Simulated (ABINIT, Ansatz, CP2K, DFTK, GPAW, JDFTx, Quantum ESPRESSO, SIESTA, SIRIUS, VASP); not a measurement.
# One calculation of ZrB2, 10 ways

```
Zr B
1.0
     3.17000    0.00000    0.00000
    -1.58500    2.74530    0.00000
     0.00000    0.00000    3.53300
Zr B
1 2
Direct
  0.00000 0.00000 0.00000
  0.66667 0.33333 0.50000
  0.33333 0.66667 0.50000
```

Alike in all runs: task single point; functional PBEsol; k mesh 10 × 10 × 8; occupations fermi-dirac, width 0.05 eV; no spin polarisation; no spin-orbit coupling. Pressure is positive in compression and, in plane waves, holds the error of the finite cutoff.

```tsv
program and potentials	plane-wave cutoff (eV)	notes	pressure (GPa)
DFTK, PseudoDojo SR PBEsol 0.4.1 standard (PBEsol)	1034	-	-3.74
Quantum ESPRESSO, GBRV 1.5 PBEsol	612	-	-4.04
SIRIUS, PseudoDojo 0.4.1 PBEsol standard (scalar relativistic)	1054	-	-3.73
JDFTx, PseudoDojo-SR-PBEsol-0.4.1-standard with smoothed tails	1034	-	-3.74
Ansatz, all-electron LAPW, scalar-relativistic	-	-	-4.05
VASP, PBE PAW files B, Zr_sv, 520 eV	520	potentials made for PBE	-3.75
GPAW, PAW data sets generated for this functional	800	-	-4.84
ABINIT, PseudoDojo NC SR PBEsol v0.4.1 standard	1034	-	-3.74
SIESTA, files PseudoDojo sr-pbesol-0.4.1-standard, DZP (energy shift 0.003 Ry; two zetas on semicore shells)	-	atomic basis	-2.81
CP2K, POTENTIAL_UZH Zr GTH-PBE-q12, B GTH-PBE-q3; TZVP-MOLOPT-PBE-GTH basis	-	atomic basis; potentials made for PBE	-1.54
```

The pressure spans -4.84 (GPAW, PAW data sets generated for this functional) to -1.54 GPa (CP2K, POTENTIAL_UZH Zr GTH-PBE-q12, B GTH-PBE-q3; TZVP-MOLOPT-PBE-GTH basis), with all-electron results at -4.05. The pressure on the cell as given of CP2K, POTENTIAL_UZH Zr GTH-PBE-q12, B GTH-PBE-q3; TZVP-MOLOPT-PBE-GTH basis lies far from the others; the cause wasn't traced. Rows in atomic bases carry the error of their basis and grid, which can be large.

Differences between rows come from potentials, basis sets and numerical settings, since the functional is the same but for its coding. Runs on potential files found faulty are left out.
